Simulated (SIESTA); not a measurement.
ZrC under changes of volume

One of the cells (13.228 Å³/atom); the others are scaled copies at fixed shape and fractional positions:

```xyz
2
Lattice="0.0000 2.3650 2.3650 2.3650 0.0000 2.3650 2.3650 2.3650 0.0000" Properties=species:S:1:pos:R:3 pbc="T T T"
Zr    2.3650    2.3650    2.3650
C     0.0000    0.0000    0.0000
```

| Property | Result |
| --- | --- |
| Program | SIESTA 5.4.2 |
| Functional | PBEsol |
| Potentials or basis | PseudoDojo 0.4 standard (PBEsol files) |
| Basis | DZP (energy shift 0.003 Ry; two zetas on semicore shells) |
| Grid cutoff | 800 Ry |
| Energy shift | 0.003 Ry |
| k mesh | 10 × 10 × 10 |
| Occupations | fermi-dirac, width 0.05 eV |
| Spin | no spin polarisation |

```csv
volume (Å³/atom),energy over the lowest point (meV/atom),pressure (GPa)
12.434,9.86,8.4
12.699,?,?
12.963,0.00,-2.1
13.228,7.09,-6.4
13.493,21.04,-10.4
13.757,41.27,-14.0
14.022,67.12,-17.2
```

Task: What does the run at 12.699 Å³/atom give?

Result: Energy over the lowest point 0.55 meV/atom; pressure 2.9 GPa.

Worked out: A Birch-Murnaghan fit of order 3 (a polynomial in V^(-2/3)) to the other rows has its minimum at 12.85 Å³/atom with B0 = V·E''(V) = 236 GPa and B' = 4.1. It gives 0.65 meV/atom at 12.699 Å³/atom, against the run's 0.55, and -dE/dV = 2.9 GPa, against 2.9.

Energies are extrapolated to zero smearing.

Caveats: the basis of atomic orbitals isn't converged, which shifts pressures, moduli and gaps.
